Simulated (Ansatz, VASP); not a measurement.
## One calculation of NaH, two programs

```
CELL_PARAMETERS angstrom
0.00000 2.38642 2.38642
2.38642 0.00000 2.38642
2.38642 2.38642 0.00000
ATOMIC_POSITIONS crystal
Na 0.92500 0.92500 0.07500
H 0.57500 0.57500 0.42500
```

Change from the starting cell: shortest bond scaled by 0.7, LAPW.

Alike in both runs: task single point; functional LDA; k mesh 8 × 8 × 8; occupations fermi-dirac, width 0.03 eV; no spin polarisation.

|  | VASP | Ansatz |
| --- | --- | --- |
| version | VASP 6.6.1 | Ansatz 0.2.0 |
| potentials or method | VASP PAW LDA potentials, release 64 (Na_pv, H), cutoff 520 eV | all-electron LAPW, scalar-relativistic |

VASP gave:

* gap on the k mesh at the Fermi level (eV): 3.28
* pressure (GPa): 5.1
* largest component of the traceless stress (GPa): 15.04
* rms of the force components (eV/Å): 1.335

Q: What did Ansatz give for the same quantities?

A: gap on the k mesh at the Fermi level (eV): 3.29; pressure (GPa): 5.1; largest component of the traceless stress (GPa): 14.95; rms of the force components (eV/Å): 1.326.

Atom by atom the forces differ by 0.009 eV/Å (rms over components). Ansatz ran all-electron here, so the differences hold the error of VASP's frozen core and of both bases.

Caveats: forces of over 1 eV/Å show positions far from the minimum, so gaps and moduli don't describe the material at rest. A k mesh can miss the band edges.
